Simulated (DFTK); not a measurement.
# Ni (P6_3/mmc) in DFTK: reference runs

Aim: a first look at Ni with PBE, on the cell as given.

Program: DFTK 0.8.2. These are calculated values, not measurements. Logs are shortened: lines on timing, memory, paths and dates and some standing lists are left out, and cuts for length are marked.

**1. Starting point**

It takes space group P6_3/mmc (No. 194, hexagonal). The conventional cell has a = 2.448 Å, b = 2.448 Å, c = 4.073 Å, α = 90.00°, β = 90.00°, γ = 120.00°. Ni (site symmetry -6m2) has 12 Ni at 2.45 to 2.48 Å as nearest neighbours.

This isn't the form of Ni at room conditions, which is fcc.

**2. Single point, PBE, collinear spin, ferromagnetic start**

Input file run.jl:

```julia
using DFTK
using PseudoPotentialData
using Unitful, UnitfulAtomic
using LinearAlgebra, Printf
include("save.jl")
disable_threading()

# lattice vectors are the columns
lattice = austrip(1u"Å") * [  2.4480228978  -1.2240114489            0.0;
                      0.0   2.1200500186            0.0;
                      0.0            0.0     4.07280757]
symbols   = [:Ni, :Ni]
positions = [[0.6666666667, 0.3333333333, 0.75],
             [0.3333333333, 0.6666666667, 0.25]]
pseudopotentials = PseudoFamily("dojo.nc.sr.pbe.v0_4_1.standard.upf")
elements = Dict(s => ElementPsp(s, pseudopotentials) for s in unique(symbols))
atoms    = [elements[s] for s in symbols]
magnetic_moments = [1.0, 1.0]

build_model(lattice, positions; symmetries=true) =
    model_DFT(lattice, atoms, positions;
              functionals=PBE(),
              magnetic_moments,
              spin_polarization=:collinear,
              temperature=austrip(0.05u"eV"),
              smearing=Smearing.FermiDirac(),
              symmetries)
Ecut  = 49.0  # hartree
kgrid = [12, 12, 7]
tol   = 1e-6
to_GPa = ustrip(uconvert(u"GPa", 1u"hartree/bohr^3"))

model = build_model(lattice, positions)
basis = PlaneWaveBasis(model; Ecut, kgrid)
display(basis)
scfres = self_consistent_field(basis;
                               tol,
                               ρ=guess_density(basis, magnetic_moments),
                               nbandsalg=AdaptiveBands(model; n_bands_converge=24))
display(scfres.energies)
@printf "Fermi level: %.6f eV\n" ustrip(auconvert(u"eV", something(scfres.εF, NaN)))
forces = compute_forces_cart(scfres)
println("Forces (eV/Å)")
for (s, f) in zip(symbols, forces)
    @printf "%-3s %12.6f %12.6f %12.6f\n" s ustrip.(auconvert.(u"eV/Å", f))...
end
stress = compute_stresses_cart(scfres)
println("Stress (GPa)")
display(round.(stress * to_GPa; digits=4))
@printf "Total moment: %.4f μB\n" sum(spin_density(scfres.ρ)) * scfres.basis.dvol
println("Levels at the first k-point (eV): ", round.(ustrip.(auconvert.(u"eV", scfres.eigenvalues[1][1:scfres.n_bands_converge])); digits=4))
save_scf!(scfres; forces, stress)
```

Potentials or basis: dojo.nc.sr.pbe.v0_4_1.standard.upf (PBE).

On the command line:

```sh
$ julia --threads=1 run.jl  # save.jl only writes the numbers to a file and isn't shown; printed stress counts tension as positive; times include loading and compiling
```

Output:

```text
PlaneWaveBasis discretization:

    Ecut                 : 49.0 Ha
    fft_size             : (32, 32, 54), 55296 total points
    kgrid                : MonkhorstPack([12, 12, 7])
    num.   red. kpoints  : 1008
    num. irred. kpoints  : 76

    Discretized Model(gga_x_pbe+gga_c_pbe, 3D):
        lattice (in Bohr)    : [4.62609   , -2.31305  , 0         ]
                               [0         , 4.00631   , 0         ]
                               [0         , 0         , 7.69649   ]
        unit cell volume     : 142.64 Bohr³

        atoms                : Ni₂
        pseudopot. family    : PseudoFamily("dojo.nc.sr.pbe.v0_4_1.standard.upf")

        num. electrons       : 36
        spin polarization    : collinear
        temperature          : 0.0018375 Ha
        smearing             : DFTK.Smearing.FermiDirac()

        terms                : Kinetic()
                               AtomicLocal()
                               AtomicNonlocal()
                               Ewald(nothing)
                               PspCorrection()
                               Hartree()
                               Xc(gga_x_pbe, gga_c_pbe)
                               Entropy()
n     Energy            log10(ΔE)   log10(Δρ)   Magnet   |Magn|   Diag   Δtime
---   ---------------   ---------   ---------   ------   ------   ----   ------
  1   -335.5772191633                   -0.93    1.458    1.523    5.1    27.5s
  2   -335.5786847155       -2.83       -1.38    1.378    1.514    1.0    13.1s
  3   -335.5791425910       -3.34       -1.72    1.337    1.515    2.2    15.9s
  4   -335.5792087057       -4.18       -2.21    1.326    1.516    1.0    12.5s
  5   -335.5792200592       -4.94       -2.67    1.329    1.517    2.0    14.1s
  6   -335.5792212849       -5.91       -3.30    1.329    1.518    2.1    14.4s
  7   -335.5792214012       -6.93       -3.71    1.330    1.518    2.5    15.3s
  8   -335.5792214104       -8.04       -3.99    1.330    1.519    1.9    14.0s
  9   -335.5792214123       -8.72       -4.90    1.330    1.519    1.5    15.0s
 10   -335.5792214125       -9.68       -5.30    1.330    1.519    3.6    21.7s
 11   -335.5792214125      -11.12       -5.63    1.330    1.519    1.6    13.9s
 12   -335.5792214125   +  -11.67       -6.11    1.330    1.519    1.8    17.3s
Energy breakdown (in Ha):
    Kinetic             157.9943572
    AtomicLocal         -273.9371060
    AtomicNonlocal      -52.9507458
    Ewald               -225.6361989
    PspCorrection       9.8751972
    Hartree             91.9476323
    Xc                  -42.8711091
    Entropy             -0.0012483

    total               -335.579221412467
Fermi level: 11.850456 eV
Forces (eV/Å)
Ni     -0.000005    -0.000003     0.000000
Ni      0.000000    -0.000006     0.000000
Stress (GPa)
3×3 StaticArraysCore.SMatrix{3, 3, Float64, 9} with indices SOneTo(3)×SOneTo(3):
 -8.7751  -0.0     -0.0
 -0.0     -8.7751   0.0
 -0.0     -0.0     -4.5592
Total moment: 1.3299 μB
Levels at the first k-point (eV): [-91.9001, -91.865, -52.3745, -52.2113, -52.2113, -52.1801, -52.1801, -52.1446, 2.5211, 6.7174, 9.1705, 9.3396, 9.3396, 9.6041, 9.6041, 10.1233, 10.1233, 11.0596, 11.0596, 11.1999, 17.3589, 34.7515, 36.9935, 36.9935]
```

Run time: 5.4 min. Hardware: 1 thread of Intel Xeon Platinum 8488C (Sapphire Rapids), shared host; peak memory 2.6 GiB.

Results:

- Free energy: -9131.5758 eV
- Pressure: 7.4 GPa
- Band gap on the k mesh: none (metal or under the smearing width)
- Net moment: 1.33 μB per cell
- Absolute moment: 1.52 μB per cell
- Site moments: Ni +0.66 μB

Levels at points of the mesh, in eV from the Fermi level:
Spin up:
```tsv
k point	band 15	band 16	band 17	band 18	band 19	band 20	band 21	band 22	band 23	band 24
(0.00, 0.00, 0.00)	-2.25	-1.73	-1.73	-0.79	-0.79	-0.65	5.51	22.90	25.14	25.14
(-0.50, 0.00, 0.00)	-2.23	-0.67	-0.63	-0.56	1.13	3.09	9.32	9.88	12.42	13.43
```
Spin down:
```
            k point  band 14  band 15  band 16  band 17  band 18  band 19  band 20  band 21  band 22  band 23
 (0.00, 0.00, 0.00)    -1.46    -1.46    -0.98    -0.98    -0.73     0.00     0.00     5.95    22.75    25.03
(-0.50, 0.00, 0.00)    -1.80    -1.48     0.17     0.20     0.32     1.66     3.50     9.43     9.99    12.61
```
